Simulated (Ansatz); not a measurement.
# CdS: the cell at several levels of theory

One table from this session's results is given with a row withheld; the runs are named, their logs left out.

The runs shown are made with Ansatz 0.2.0. PAW datasets, plane waves, zero pressure. Spin-unpolarised throughout; all numbers are computed.

### The structure to begin with

It is cubic, F-43m (No. 216); conventional cell a = 5.886 Å, 25.49 Å³ an atom. Near Cd stand 4 S at 2.55 Å; near S stand 4 Cd at 2.55 Å.

Structure file:

```
Cd S
1.0
     0.00000    2.94295    2.94295
     2.94295    0.00000    2.94295
     2.94295    2.94295    0.00000
Cd S
1 1
Direct
  0.00000 0.00000 0.00000
  0.25000 0.25000 0.25000
```

The first run:

Input file input.yaml:

```yaml
crystal:
  lattice:
    - [0.0, 2.9429534649, 2.9429534649]
    - [2.9429534649, 0.0, 2.9429534649]
    - [2.9429534649, 2.9429534649, 0.0]
  atoms:
    - { symbol: Cd, position: [0.0, 0.0, 0.0] }
    - { symbol: S, position: [0.25, 0.25, 0.25] }
kpoints:
  mp_grid: { grid: [8, 8, 8] }
hamiltonian:
  xc: pbe
scf:
  occupations: { method: fermi_dirac, width: 0.02 }
relax:
  f_tol: 0.005
  cell: {}
output:
  write_density: true
  write_potential: true
  elf: true
  volumetric_format: npy
```

On the command line:

```bash
$ ansatz run input.yaml --threads 2 --pin off --max-ram 20275MiB --backend cpu --events-out ev --progress --plain --runs-dir out
```

Steps of the session up to this table: Relaxation with PBE; r2SCAN: cell and atoms; Relaxation with PBEsol; LDA: cell and atoms; HSE06: cell and atoms.

One of the session's tables, all rows but one given; the rest of the session is left out.

```
 level  a (Å)  volume (Å³/atom)
   PBE  5.926            26.010
r2SCAN      ?                 ?
PBEsol  5.825            24.704
   LDA  5.757            23.849
 HSE06  5.891            25.551
```

Estimate the missing values for r2SCAN.

The run gave: a (Å): 5.878; volume (Å³/atom): 25.392. In the column «a (Å)» it lies between PBEsol (5.825) and HSE06 (5.891).

**Reading.** The first relaxation changed the volume by +2.0 % from the start. The volume runs from LDA (least) to PBE (most), a spread of 9.1 %, or 2.9 % in length if all axes shared it alike. A measured a is 5.825 Å (300 K; a printed reference work, monograph); the misses are PBE +1.7 %, r2SCAN +0.9 %, PBEsol -0.0 %, LDA -1.2 %, HSE06 +1.1 %. The calculation is for a static lattice, without the thermal expansion and zero-point motion that a measured cell holds. The meshes differ: PBE 8×8×8, r2SCAN 6×6×6, PBEsol 6×6×6, LDA 6×6×6, HSE06 4×4×4.

**Measured values.**

A printed reference work, monograph reports, for a bulk crystal of CdS at 300 K: lattice constant a 5.825 Å.
